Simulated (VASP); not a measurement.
**Ag: relaxation of the atoms with r2SCAN+rVV10**

Ag, a slab with vacuum:

```
Ag
1.0
     1.45553    2.52106    0.00000
    -2.91107    0.00000    0.00000
     0.00000    0.00000   29.10686
Ag
4
Cartesian
  -2.9111 0.0000 11.0612
  0.0000 1.6807 13.3894
  -1.4555 0.8404 15.7175
  -2.9111 0.0000 18.0457
```

The cell was built by a generator and needn't be a form met in nature.

```yaml
Program: VASP 6.6.1
Task: relaxation of the atoms
Functional: r2SCAN
Dispersion: rVV10
Potentials_or_basis: VASP PAW PBE potentials, release 64 (Ag)
Cutoff: 520 eV
k_mesh: 15 × 15 × 1
Occupations: methfessel-paxton, width 0.1 eV
Spin: no spin polarisation
Dipole_correction: yes
Further_INCAR_settings: ALGO = Normal; EDIFF = 1e-06; IBRION = 2; EDIFFG = -0.02; NSW = 90
```

The energy gained by relaxing is 0.4 meV/atom. The ionic steps are 5. The largest force after relaxing is 0.007 eV/Å and the band gap on the k mesh is none (metal or under the smearing width).

Forces on the atoms (eV/Å):
```
Ag   0.000  0.000 -0.004
Ag   0.000  0.000 -0.007
Ag   0.000  0.000  0.007
Ag   0.000  0.000  0.004
```

Step by step:
```tsv
step	energy change (eV)	largest force (eV/Å)	pressure (GPa)
1	0.0000	0.0687	-0.84
2	-0.0017	0.0298	-0.88
3	-0.0017	0.0288	-0.88
4	-0.0017	0.0235	-0.88
5	-0.0018	0.0068	-0.88
```

Final structure:
```
Ag
1.0
     1.45553    2.52106    0.00000
    -2.91107    0.00000    0.00000
     0.00000    0.00000   29.10686
Ag
4
Direct
  0.00000 0.00000 0.38004
  0.66667 0.33333 0.45981
  0.33333 0.66667 0.54019
  0.00000 0.00000 0.61996
```

Levels at points of the mesh, in eV from the Fermi level:
| k point | band 20 | band 21 | band 22 | band 23 | band 24 | band 25 |
| --- | --- | --- | --- | --- | --- | --- |
| (0.00, 0.00, 0.00) | -3.62 | -3.54 | -3.41 | -3.41 | -1.02 | 0.27 |

Wall time 47 min on 2 MPI ranks on Intel(R) Xeon(R) 6975P-C (Granite Rapids), on a shared host, peak memory 0.9 GiB a rank.

Caveat: the PAW data sets were made with another functional, which shifts forces and pressure a little.
